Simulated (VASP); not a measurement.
**Input and output of a VASP r²SCAN relaxation of cell and atoms on GaP (zincblende)**

INCAR

```
IBRION = 2
LASPH = .TRUE.
ENCUT = 600
NSW = 40
EDIFFG = -5E-3
METAGGA = R2SCAN
LWAVE = .FALSE.
LREAL = .FALSE.
NELM = 120
ALGO = Normal
ISIF = 3
EDIFF = 1E-7
PREC = Accurate
SIGMA = 0.02
NBANDS = 16
ISMEAR = -1
LCHARG = .FALSE.
```

KPOINTS

```
KPOINTS created by Atomic Simulation Environment
0
Gamma
8 8 8
0 0 0
```

POSCAR

```
Ga P
 1.0000000000000000
     0.0000000000000000    2.7530041236040614    2.7530041236040614
     2.7530041236040614    0.0000000000000000    2.7530041236040614
     2.7530041236040614    2.7530041236040614    0.0000000000000000
 Ga  P
   1   1
Cartesian
  0.0000000000000000 -0.0000000000000000  0.0000000000000000
  1.3765020618020307  1.3765020618020307  1.3765020618020307
```

VASP ran with the recommended PBE PAW datasets (18 valence electrons in the cell).

From OUTCAR

```
k-points           NKPTS =     29   k-points in BZ     NKDIM =     29   number of bands    NBANDS=     16

   NELECT =      18.0000    total number of electrons

   dimension x,y,z NGX =    32 NGY =   32 NGZ =   32
   dimension x,y,z NGXF=    64 NGYF=   64 NGZF=   64

  energy-cutoff  :      600.00
  volume of cell :       40.45
      direct lattice vectors                 reciprocal lattice vectors
     0.000000000  2.724527060  2.724527060    -0.183518089  0.183518089  0.183518089
     2.724527060  0.000000000  2.724527060     0.183518089 -0.183518089  0.183518089
     2.724527060  2.724527060 -0.000000000     0.183518089  0.183518089 -0.183518089

 k-points in reciprocal lattice and weights: KPOINTS created by Atomic Simulation Env
   0.00000000  0.00000000  0.00000000       0.002
   0.12500000  0.00000000  0.00000000       0.016
   0.25000000  0.00000000  0.00000000       0.016
   0.37500000  0.00000000  0.00000000       0.016
   0.50000000  0.00000000  0.00000000       0.008
   0.12500000  0.12500000  0.00000000       0.012
   0.25000000  0.12500000  0.00000000       0.047
   0.37500000  0.12500000  0.00000000       0.047
   ...

 E-fermi :   4.8868

 k-point     1 :       0.0000    0.0000    0.0000
  band No.  band energies     occupation
      1     -10.5215      2.00000
      2     -10.5215      2.00000
      3     -10.5215      2.00000
      4     -10.4081      2.00000
      5     -10.4081      2.00000
      6      -8.5572      2.00000
      7       4.4702      2.00000
      8       4.4702      2.00000
      9       4.4702      2.00000
     10       6.8215      0.00000
     11       8.6611      0.00000
     12       8.6612      0.00000
     13       8.6612      0.00000
     14      13.9365      0.00000
     15      14.7444      0.00000
     16      14.7444      0.00000

 k-point     2 :       0.1250    0.0000    0.0000
  band No.  band energies     occupation
      1     -10.5378      2.00000
      2     -10.5164      2.00000
      3     -10.5164      2.00000
      4     -10.4081      2.00000
      5     -10.4081      2.00000
      6      -8.3434      2.00000
      7       2.8449      2.00000
      8       4.2316      2.00000
      9       4.2316      2.00000
     10       7.3594      0.00000
     11       9.0279      0.00000
     12       9.0280      0.00000
     13       9.3359      0.00000
     14      14.1173      0.00000
     15      14.1173      0.00000
     16      14.8484      0.00000

 k-point     3 :       0.2500    0.0000    0.0000
  band No.  band energies     occupation
      1     -10.5725      2.00000
      2     -10.5055      2.00000
      3     -10.5055      2.00000
      4     -10.4067      2.00000
      5     -10.4067      2.00000
      6      -7.7404      2.00000
      7       0.5026      2.00000
      8       3.7792      2.00000
      9       3.7792      2.00000
     10       7.0155      0.00000
     11       9.5593      0.00000
     12       9.5593      0.00000
     13      11.3595      0.00000
     14      13.9431      0.00000
     15      13.9431      0.00000
     16      15.0331      0.00000

 k-point     4 :       0.3750    0.0000    0.0000
  band No.  band energies     occupation
      1     -10.6029      2.00000
      2     -10.4969      2.00000
      3     -10.4968      2.00000
      4     -10.4030      2.00000
      5     -10.4030      2.00000
      6      -6.9035      2.00000
      7      -1.4765      2.00000
      8       3.4273      2.00000
      9       3.4273      2.00000
     10       6.6460      0.00000
     11       9.6034      0.00000
     12       9.6034      0.00000
     13      13.0650      0.00000
     14      14.9949      0.00000
     15      15.2152      0.00000
     16      15.2153      0.00000

 k-point     5 :       0.5000    0.0000    0.0000
  band No.  band energies     occupation
      1     -10.6146      2.00000
      2     -10.4941      2.00000
      3     -10.4940      2.00000
      4     -10.4006      2.00000
      5     -10.4006      2.00000
      6      -6.3932      2.00000
      7      -2.3792      2.00000
      8       3.3003      2.00000
      9       3.3003      2.00000
     10       6.5129      0.00000
     11       9.5273      0.00000
     12       9.5273      0.00000
     13      13.3050      0.00000
     14      16.1190      0.00000
     15      16.8029      0.00000
     16      16.8029      0.00000

 k-point     6 :       0.1250    0.1250    0.0000
  band No.  band energies     occupation
      1     -10.5476      2.00000
      2     -10.5116      2.00000
      3     -10.5116      2.00000
      4     -10.4124      2.00000
      5     -10.4046      2.00000
      6      -8.2726      2.00000
      7       2.9516      2.00000
      8       3.7984      2.00000
      9       3.7984      2.00000
     10       7.7944      0.00000
     11       8.4019      0.00000
     12       9.6544      0.00000
     13       9.6544      0.00000
     14      13.0514      0.00000
     15      15.0025      0.00000
     16      15.2251      0.00000

 k-point     7 :       0.2500    0.1250    0.0000
  band No.  band energies     occupation
      1     -10.5749      2.00000
      2     -10.5024      2.00000
      3     -10.5002      2.00000
      4     -10.4156      2.00000
      5     -10.4014      2.00000
      6      -7.7985      2.00000
      7       1.1349      2.00000
      8       3.2897      2.00000
      9       3.3442      2.00000
     10       7.7399      0.00000
     11       8.7994      0.00000
     12      10.4290      0.00000
     13      10.5772      0.00000
     14      13.0356      0.00000
     15      15.0190      0.00000
     16      16.3026      0.00000

 k-point     8 :       0.3750    0.1250    0.0000
  band No.  band energies     occupation
      1     -10.6018      2.00000
      2     -10.4948      2.00000
      3     -10.4905      2.00000
      4     -10.4138      2.00000
      5     -10.3986      2.00000
      6      -7.0209      2.00000
      7      -0.8643      2.00000
      8       2.7552      2.00000
      9       2.9849      2.00000
     10       7.5539      0.00000
     11       9.2627      0.00000
     12      10.5419      0.00000
     13      11.3412      0.00000
     14      14.7653      0.00000
     15      15.9479      0.00000
     16      15.9823      0.00000

 k-point     9 :       0.5000    0.1250    0.0000
  band No.  band energies     occupation
      1     -10.6162      2.00000
      2     -10.4912      2.00000
      3     -10.4871      2.00000
      4     -10.4077      2.00000
      5     -10.3991      2.00000
      6      -6.3104      2.00000
      7      -2.1746      2.00000
      8       2.3045      2.00000
      9       2.9764      2.00000
     10       7.4136      0.00000
     11       9.3040      0.00000
     12      10.2393      0.00000
     13      13.0280      0.00000
     14      15.2166      0.00000
     15      16.8061      0.00000
     16      17.1890      0.00000

 k-point    10 :      -0.3750    0.1250    0.0000
  band No.  band energies     occupation
      1     -10.6119      2.00000
      2     -10.4916      2.00000
      3     -10.4899      2.00000
      4     -10.4047      2.00000
      5     -10.4033      2.00000
      6      -6.4945      2.00000
      7      -1.8633      2.00000
      8       2.1420      2.00000
      9       3.2568      2.00000
     10       7.4951      0.00000
     11       9.4989      0.00000
     12      10.0000      0.00000
     13      13.0775      0.00000
     14      14.7383      0.00000
     15      15.5680      0.00000
     16      17.4284      0.00000

 k-point    11 :      -0.2500    0.1250    0.0000
  band No.  band energies     occupation
      1     -10.5903      2.00000
      2     -10.4989      2.00000
      3     -10.4964      2.00000
      4     -10.4104      2.00000
      5     -10.4032      2.00000
      6      -7.3045      2.00000
      7      -0.2335      2.00000
      8       2.3479      2.00000
      9       3.7355      2.00000
     10       7.7730      0.00000
     11       9.7402      0.00000
     12       9.7613      0.00000
     13      11.3895      0.00000
     14      13.1981      0.00000
     15      15.6944      0.00000
     16      16.3875      0.00000

 k-point    12 :      -0.1250    0.1250    0.0000
  band No.  band energies     occupation
      1     -10.5603      2.00000
      2     -10.5106      2.00000
      3     -10.5059      2.00000
      4     -10.4110      2.00000
      5     -10.4051      2.00000
      6      -7.9994      2.00000
      7       1.6647      2.00000
      8       3.0817      2.00000
      9       4.1880      2.00000
     10       7.9089      0.00000
     11       9.1469      0.00000
     12       9.1898      0.00000
     13      10.5090      0.00000
     14      13.1288      0.00000
     15      14.4635      0.00000
     16      16.0148      0.00000

 ...

  Total        0.0089723      0.0089723      0.0089723      0.0000000     -0.0000000      0.0000000
  in kB        0.3553947      0.3553947      0.3553947      0.0000000     -0.0000000      0.0000000
  external PRESSURE =       0.3553947 kB  Pullay stress =       0.0000000 kB

 POSITION                                       TOTAL-FORCE (eV/Angst)
 -----------------------------------------------------------------------------------
      0.00000      0.00000      0.00000        -0.000000     -0.000000      0.000000
      1.36226      1.36226      1.36226         0.000000      0.000000     -0.000000
 -----------------------------------------------------------------------------------
    total drift:                                0.000017      0.000017      0.000017

  FREE ENERGIE OF THE ION-ELECTRON SYSTEM (eV)
  ---------------------------------------------------
  free  energy   TOTEN  =       -21.4646995692 eV

  energy  without entropy=      -21.4646995692  energy(sigma->0) =      -21.46469957
```

CONTCAR

```
Ga P
   1.00000000000000
     0.0000000000000000    2.7245270602312339    2.7245270602312339
     2.7245270602312339    0.0000000000000000    2.7245270602312339
     2.7245270602312339    2.7245270602312339   -0.0000000000000000
  Ga              P
     1     1
Direct
     0.0000000000000000    0.0000000000000000    0.0000000000000000
     0.2500000000000000    0.2500000000000000    0.2500000000000000

  0.00000000E+00  0.00000000E+00  0.00000000E+00
  0.00000000E+00  0.00000000E+00  0.00000000E+00
```

```
relaxed cell vector lengths : 3.853, 3.853, 3.853 Å
relaxed cell volume         : 40.45 Å³
```
